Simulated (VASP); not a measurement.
# AgCl: RPA energy

AgCl, Fm-3m (no. 225), 2 atoms in the cell. PBE, RPA; PAW potentials Ag_GW, Cl_GW (PBE set).

Procedure: all-in-one.

## Input

INCAR.step1:
```
ISMEAR = 0
SIGMA = 0.05
EDIFF = 1E-8
PREC = Accurate
LASPH = True
LREAL = False
LCHARG = False
ENCUT = 300
GGA = PE
LWAVE = True
ALGO = Normal
```

INCAR.step2:
```
ISMEAR = 0
SIGMA = 0.05
EDIFF = 1E-8
PREC = Accurate
LASPH = True
LREAL = False
LCHARG = False
ENCUT = 300
GGA = PE
ALGO = G0W0R
NOMEGA = 12
LOPTICS = True
LWAVE = False
LFOCKSTD = True
MAXMEM = 3000
LSINGLES = True
NATURALO = 2
```

KPOINTS:
```
k-points
0
Gamma
  3 3 3
```

POSCAR:
```
AgCl
1.0
    0.0000000000      2.7350000000      2.7350000000
    2.7350000000      0.0000000000      2.7350000000
    2.7350000000      2.7350000000      0.0000000000
Ag Cl
1 1
Direct
    0.0000000000      0.0000000000      0.0000000000
    0.5000000000      0.5000000000      0.5000000000
```

Commands (each step's output is kept before the next begins):
```
cat potpaw_PBE.64/Ag_GW/POTCAR potpaw_PBE.64/Cl_GW/POTCAR > POTCAR
cp INCAR.step1 INCAR
mpirun -np 4 vasp_std > vasp.out
cp INCAR.step2 INCAR
mpirun -np 4 vasp_std > vasp.out
```

## Result

- RPA correlation energy, extrapolated (eV): -24.664
- Correlation energy at the largest cutoff (eV): -22.928
- Total energy with exact exchange and no correlation (eV): -11.160
- Total energy in the RPA (eV): -35.824
- Singles (eV): -0.705
- Renormalised singles (eV): -0.708
- GW singles (eV): -0.528
- Gap of the starting orbitals on the mesh (eV): 1.30

Correlation energy against the response cutoff (eV per cell); the program extrapolates from these:

| ENCUTGW (eV) | Correlation energy |
|---|---|
| 200 | -22.93 |
| 190.5 | -22.79 |
| 181.4 | -22.65 |
| 172.8 | -22.5 |
| 164.5 | -22.34 |
| 156.7 | -22.15 |
| 149.2 | -21.97 |
| 142.1 | -21.77 |

Limits: The cell's absolute correlation energy isn't converged; only differences at like settings carry meaning.

VASP 6.6.1 took 288 s on 4 cores (Intel Xeon Platinum 8259CL @ 2.50GHz (Skylake/Cascade Lake)), a shared host.
